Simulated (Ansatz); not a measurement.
Results of r²SCAN (PAW; Ansatz, an electronic-structure program) for spinel MgAl2O4.

Numerical settings: plane-wave cutoff 560 eV, 8×8×8 k mesh, Fermi–Dirac smearing 0.01 eV, scalar-relativistic PAW data made under PBE.

Shape and atoms are relaxed at each volume.

Pressure at four volumes; x = ln(V/9.433 Å³). One pressure is withheld.

```tsv
V (Å³/atom)	x	P (GPa)
9.056	-0.0408	8.90
9.433	0.0000	0.01
9.622	0.0198	-3.81
9.811	0.0393	?
```

**Question.** Pass a parabola P(x) through the three rows shown, estimate the bulk modulus and its pressure derivative near zero pressure, and predict the withheld pressure.

**Answer.** Slopes between the rows: (0.01 − (8.90))/(0.0000 − (-0.0408)) = -217.89 and (-3.81 − (0.01))/(0.0198 − (0.0000)) = -192.93 GPa. Their difference over the span 0.0606 is c = 24.96/0.0606 = 411.9 GPa, so P(x) = 8.90 + (-217.89)(x − (-0.0408)) + 411.9 (x − (-0.0408))(x − (0.0000)). At the middle row B = −dP/dx = −[-217.89 + 411.9 × 0.0408] = 201.1 GPa, and B′ = dB/dP = 2c/B = 4.1. At x = 0.0393 the parabola gives -7.26 GPa; the run gives -7.27 GPa. The Birch–Murnaghan fit to the energies at all volumes has B0 = 201 GPa and B′ = 4.0.

Measured, for comparison: bulk modulus 195 GPa (300 K, copied from a table, unchecked, not corrected to a static lattice; as tabulated in BurnMan's mineral tables). Computed less measured: bulk modulus not scored (unchecked). A static lattice is as a rule a little smaller and stiffer than an uncorrected measurement, which can account for part of this in the bulk modulus.
